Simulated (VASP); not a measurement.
Write the native input for VASP 6.6.1 that does the following.

- Task: single point
- Functional: PBE
- Potentials or basis: VASP PAW PBE potentials, release 64 (Bi_d, Te)
- Cutoff: 520 eV
- k mesh: 5 × 5 × 5
- Occupations: gaussian, width 0.01 eV
- Spin: no spin polarisation
- Dipole correction: no
- Further INCAR settings: ALGO = Normal; EDIFF = 1e-06; NBANDS = 32

The structure of Bi2Te3 lies in POSCAR:

```
Bi2Te3
1.0
    2.2085000000      1.2750780700      9.9466666700
   -2.2085000000      1.2750780700      9.9466666700
    0.0000000000     -2.5501561400      9.9466666700
Bi Te
2 3
Direct
    0.1880000000      0.1880000000      0.1880000000
    0.5980000000      0.5980000000      0.5980000000
    0.3890000000      0.3890000000      0.3890000000
    0.8000000000      0.8000000000      0.8000000000
    0.0000000000      0.0000000000      0.0000000000
```

Measurements of this composition are mostly on another form, of space group No. 166.

The input as run:

INCAR

```
SYSTEM = Bi2Te3
PREC = Accurate
ENCUT = 520
EDIFF = 1E-6
ISMEAR = 0
SIGMA = 0.01
LREAL = .False.
LASPH = .True.
NELM = 100
ALGO = Normal
ISIF = 2
LWAVE = .False.
LCHARG = .False.
GGA = PE
NBANDS = 32
```

KPOINTS

```
regular mesh
0
Gamma
  5 5 5
  0 0 0
```

Potentials or basis: VASP PAW PBE potentials, release 64 (Bi_d, Te).

Command:

```console
$ cat potpaw_PBE.64/Bi_d/POTCAR potpaw_PBE.64/Te/POTCAR > POTCAR
$ mpirun -np 1 vasp_std > vasp.out
```

It gave:

```yaml
Pressure: 1.6 GPa
Largest_force: 1.385 eV/Å
Band_gap_on_the_k_mesh: none (metal or under the smearing width)
```

Caveat: spin-orbit coupling is left out, which moves the levels of the heavy elements; forces of over 1 eV/Å show positions far from the minimum, so gaps and moduli don't describe the material at rest.

It took 3.7 min on 1 thread of Intel(R) Xeon(R) 6975P-C (Granite Rapids) (shared host), peak memory 0.91 GiB.
